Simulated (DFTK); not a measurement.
# Au under changes of volume

One of the cells (16.855 Å³/atom); the others are scaled copies at fixed shape and fractional positions:

```
Au
1.0
     0.00000    2.03500    2.03500
     2.03500    0.00000    2.03500
     2.03500    2.03500    0.00000
Au
1
Direct
  0.00000 0.00000 0.00000
```

* Program: DFTK 0.8.2
* Functional: PBEsol
* Potentials or basis: dojo.nc.sr.pbesol.v0_4_1.standard.upf (PBEsol)
* Cutoff: 1034 eV
* k mesh: 11 × 11 × 11
* Occupations: fermi-dirac, width 0.05 eV
* Spin: no spin polarisation

```csv
volume (Å³/atom),energy over the lowest point (meV/atom),pressure (GPa)
15.843,48.30,14.8
16.181,22.53,9.6
16.518,6.84,5.2
16.855,0.00,1.2
17.192,0.92,-2.2
17.529,8.64,-5.2
17.866,?,?
```

Task: What does the run at 17.866 Å³/atom give?

Result: Energy over the lowest point 22.30 meV/atom; pressure -7.8 GPa.

Worked out: A Birch-Murnaghan fit of order 3 (a polynomial in V^(-2/3)) to the other rows has its minimum at 16.98 Å³/atom with B0 = V·E''(V) = 177 GPa and B' = 5.5. It gives 22.37 meV/atom at 17.866 Å³/atom, against the run's 22.30, and -dE/dV = -7.8 GPa, against -7.8.

Energies are extrapolated to zero smearing.
